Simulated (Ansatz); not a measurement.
## WS2: frozen-core PAW against all-electron methods

```yaml
crystal:
  lattice:
    - [1.57900, 0.91164, 6.16333]
    - [-1.57900, 0.91164, 6.16333]
    - [0.00000, -1.82327, 6.16333]
  atoms:
    - { symbol: W, position: [0.00000, 0.00000, 0.00000] }
    - { symbol: S, position: [0.75030, 0.75030, 0.75030] }
    - { symbol: S, position: [0.58100, 0.58100, 0.58100] }
```

Atoms are numbered in the order listed.

The cell is COD entry 9012192, as deposited and not checked against the literature; nothing was relaxed.

No spin–orbit coupling, which matters for the heavy atoms here.

Levels of theory: DFT, PBE, PAW with Ansatz's default frozen-core files, scalar-relativistic (Ansatz 0.2.0); DFT, PBE, all-electron LAPW, scalar-relativistic (Ansatz 0.2.0).

For PAW: a Γ-centred 13×13×13 k mesh, Fermi–Dirac smearing of 0.08 eV, cutoff 420 eV, no spin polarisation. LAPW targets a basis error of 0.5 meV/atom. The Ansatz runs share mesh, smearing and spin set-up. Plane-wave (PAW) pressures include the program's estimate of the Pulay term.

Stress and pressure are positive in compression.

Levels count from the top of the valence band.

PAW results:

```csv
quantity,PAW
pressure (GPa),4.58
stress xx (GPa),4.41
stress zz (GPa),4.94
"force on W1, z (eV/Å)",-0.610
"force on S2, z (eV/Å)",0.509
"force on S3, z (eV/Å)",0.102
band gap (eV),1.010
highest filled level at H2 (eV),-0.701
lowest empty level at H2 (eV),1.258
highest filled level at H0 (eV),-0.701
lowest empty level at H0 (eV),1.258
highest filled level at S2 (eV),-0.681
lowest empty level at S2 (eV),1.226
```

(1) What does LAPW (all electrons) give for the same quantities?

## Answers

(1) 
```json
{"quantity": "pressure (GPa)", "LAPW": "4.64"}
{"quantity": "stress xx (GPa)", "LAPW": "4.47"}
{"quantity": "stress zz (GPa)", "LAPW": "4.98"}
{"quantity": "force on W1, z (eV/Å)", "LAPW": "-0.610"}
{"quantity": "force on S2, z (eV/Å)", "LAPW": "0.512"}
{"quantity": "force on S3, z (eV/Å)", "LAPW": "0.098"}
{"quantity": "band gap (eV)", "LAPW": "1.014"}
{"quantity": "highest filled level at H2 (eV)", "LAPW": "-0.695"}
{"quantity": "lowest empty level at H2 (eV)", "LAPW": "1.264"}
{"quantity": "highest filled level at H0 (eV)", "LAPW": "-0.695"}
{"quantity": "lowest empty level at H0 (eV)", "LAPW": "1.264"}
{"quantity": "highest filled level at S2 (eV)", "LAPW": "-0.675"}
{"quantity": "lowest empty level at S2 (eV)", "LAPW": "1.232"}
```
